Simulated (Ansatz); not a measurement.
An Ansatz input:

```yaml
crystal:
  lattice:
    - [-1.5607106762, 1.5607106762, 1.5607106762]
    - [1.5607106762, -1.5607106762, 1.5607106762]
    - [1.5607106762, 1.5607106762, -1.5607106762]
  atoms:
    - { symbol: Re, position: [0.0, 0.0, 0.0] }
hamiltonian:
  xc: revpbe
  pseudopotentials:
    kind: paw
    azcp:
      Re: "pseudopotentials/Re.paw.azcp"
basis:
  ecutwfc: 420
  fft_grid_basis: typed
kpoints:
  mp_grid: { grid: [23, 23, 23], shift: [0, 0, 0] }
magnetization:
  spin_polarized: false
scf:
  occupations: { method: fermi_dirac, width: 0.1 }
```

and its output:

```
Engine: ansatz 0.2.0, aarch64-unknown-linux-gnu
Pseudopotentials: kind: paw
Pseudopotential: Re, paw, valence charge 15, recommended cutoff 420 eV (normal) 
Functional definition: revPBE
  parameter kappa = 1.245
  parameter beta = 0.06672455060314922
  exchange = pbe_x(kappa = kappa, mu = beta*pi^2/3)
  correlation = pbe_c(beta = beta)
Crystal: 1 atoms, lattice volume = 15.206 Å³
Basis set: ecut = 420 eV, 321 PW (Γ)
Bands: 12, of which v1, the nominal top of the filled ones, is band 8 counted from 1 (7 counted from 0)
Symmetry: 48 space group operations
Space group: Im-3m (ITA 229), of the structure as read, at distance tolerance 2.5e-5 Å
k-points: 364 of 12167
Non-local potential: Re, projectors of the file, l = 0: 3, l = 1: 2, l = 2: 2, l = 3: 1
PAW form: soft (Blöchl's): semilocal exchange-correlation on the pseudo side does not see the compensation charge
PAW frozen core: Re, regenerated for the run's functional, and the local potential with it (the file was generated under x = pbe(κ = 0.804, μ = 0.2195149727645171), c = pbe(β = 0.06672455060314922))
PAW one-centre angular grid: Re, 590 points (default); XC on 64 Gauss nodes
Initial density: superposition of atomic densities (neutral atoms: chi_scale 0, normalization atom), corrected by the library's trained network
Initial wavefunctions: pseudopotential atomic-orbital guess
Functional: x = revpbe(κ = 1.245, μ = 0.2195149727645171), c = pbe(β = 0.06672455060314922)
SCF iter   1: F=—  HF=-10876.997727 eV  |F-HF|=—  |Δ(HF+E_count)|=         —  Δρ=4.43e-3  dr2=1.12e-3  ethr=1.77e-3  ⟨swp⟩=5.0  Hψ=22704  notcnv=0
SCF iter   2: F=—  HF=-10876.998047 eV  |F-HF|=—  |Δ(HF+E_count)|=   3.19e-4  Δρ=2.19e-3  dr2=1.69e-4  ethr=7.48e-6  ⟨swp⟩=2.0  Hψ=8683  notcnv=0
SCF iter   3: F=—  HF=-10876.998196 eV  |F-HF|=—  |Δ(HF+E_count)|=   1.49e-4  Δρ=5.24e-4  dr2=1.07e-5  ethr=1.13e-6  ⟨swp⟩=2.0  Hψ=6582  notcnv=0
SCF iter   4: F=—  HF=-10876.998208 eV  |F-HF|=—  |Δ(HF+E_count)|=   1.13e-5  Δρ=6.98e-5  dr2=1.60e-7  ethr=7.12e-8  ⟨swp⟩=2.0  Hψ=5636  notcnv=0
iter 5 did not close the SCF: its close was put off for the readings that it lacked (scf_convergence_deferred on its scf_iter line)
SCF iter   5: F=-10876.998208 eV  HF=-10876.998208 eV  |F-HF|=1.04e-8  |Δ(HF+E_count)|=   2.33e-7  Δρ=1.61e-5  dr2=1.50e-8  ethr=1.07e-9  ⟨swp⟩=2.0  Hψ=7112  notcnv=0
SCF iter   6: F=-10876.998208 eV  HF=-10876.998208 eV  |F-HF|=6.31e-10  |Δ(HF+E_count)|=   6.48e-9  Δρ=4.03e-6  dr2=8.81e-10  ethr=9.97e-11  ⟨swp⟩=1.0  Hψ=12985  notcnv=0
SCF 1 converged in 6 iterations: F = -10876.998208 eV  dr2 = 8.81e-10
SCF converged after 6 iterations
Free energy (F): -10876.998208 eV
Harris-Foulkes:  -10876.998208 eV  (|F-HF|=6.31e-10)
Internal energy: -10876.965312 eV  (E = F + TS)
E sigma→0 (E₀):  -10876.981760 eV
Entropy (-TS):   -0.032896 eV (-32.896 meV/atom)
Fermi energy:    24.045822 eV
--- Per-component energies (eV) ---
  E_band       = -83.436085
  E_kinetic    = 539.715223
  E_local      = -783.654849  (includes V_loc(G=0)·N_el)
  E_nonlocal   = 48.131034
  E_hartree    = 279.213679
  E_xc         = -403.822771
  E_vxc        = -303.250256  (∫ρ·V_xc dr)
  E_paw        = -8667.839204  (= ΣΔE_a)
  E_vpaw       = -142.803834  (= ΣTr[D̂ρ^β])
  E_aug_tail   = -0.000080  (compensation charges beyond the density's cutoff)
  E_ewald      = -1888.695045
  E_core_change = -0.013298  (= ΣΔE_core)
  E_smearing   = -0.032896  (= −TS)
  E_closure    = 0.000000  (closes the sum)
  Σ components = -10876.998208   (vs F -10876.998208, Δ=0.00e0)
```
